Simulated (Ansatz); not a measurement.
Deforming Ta

```yaml
crystal:
  lattice:
    - [-1.65128, 1.65128, 1.65128]
    - [1.65128, -1.65128, 1.65128]
    - [1.65128, 1.65128, -1.65128]
  atoms:
    - { symbol: Ta, position: [0.00000, 0.00000, 0.00000] }
```

The cell is COD entry 1541266, as deposited and not checked against the literature; nothing was relaxed.

Spin–orbit coupling is left out, though it moves levels of the heavy atoms by tenths of an eV or more.

Computed with Ansatz 0.2.0, DFT, PBE, all-electron PAW with datasets made for the crystal, scalar-relativistic.

The runs use a Γ-centred 17×17×17 k mesh, Fermi–Dirac smearing of 0.08 eV, cutoff 240 eV (chosen by the program for this cell), no spin polarisation.

The unchanged cell is at 3.06 GPa.

In a metal, stresses and small energies carry noise from the k mesh.

x, y and z are the Cartesian axes of the cell as listed; fractional coordinates follow a strain, and an engineering shear is twice the off-diagonal strain component.

With this change (equal xy, yz and zx engineering shear strains of -3 %), what becomes of the energy and stress?

Energy change +12 meV/atom; stress change (xx, yy, zz, yz, xz, xy) 0.37, 0.37, 0.37, 2.17, 2.17, 2.17 GPa, compression positive.

With this change (equal xy, yz and zx engineering shear strains of -1 %), what becomes of the energy and stress?

Energy change +1 meV/atom; stress change (xx, yy, zz, yz, xz, xy) 0.05, 0.05, 0.05, 0.78, 0.78, 0.78 GPa, compression positive.

With this change (equal xy, yz and zx engineering shear strains of +2 %), what becomes of the energy and stress?

Energy change +5 meV/atom; stress change (xx, yy, zz, yz, xz, xy) 0.18, 0.18, 0.18, -1.60, -1.60, -1.60 GPa, compression positive.

With this change (equal xy, yz and zx engineering shear strains of -2 %), what becomes of the energy and stress?

Energy change +5 meV/atom; stress change (xx, yy, zz, yz, xz, xy) 0.18, 0.18, 0.18, 1.51, 1.51, 1.51 GPa, compression positive.

With this change (equal xy, yz and zx engineering shear strains of +1 %), what becomes of the energy and stress?

Energy change +1 meV/atom; stress change (xx, yy, zz, yz, xz, xy) 0.05, 0.05, 0.05, -0.80, -0.80, -0.80 GPa, compression positive.

With this change (equal xy, yz and zx engineering shear strains of +3 %), what becomes of the energy and stress?

Energy change +12 meV/atom; stress change (xx, yy, zz, yz, xz, xy) 0.39, 0.39, 0.39, -2.37, -2.37, -2.37 GPa, compression positive.
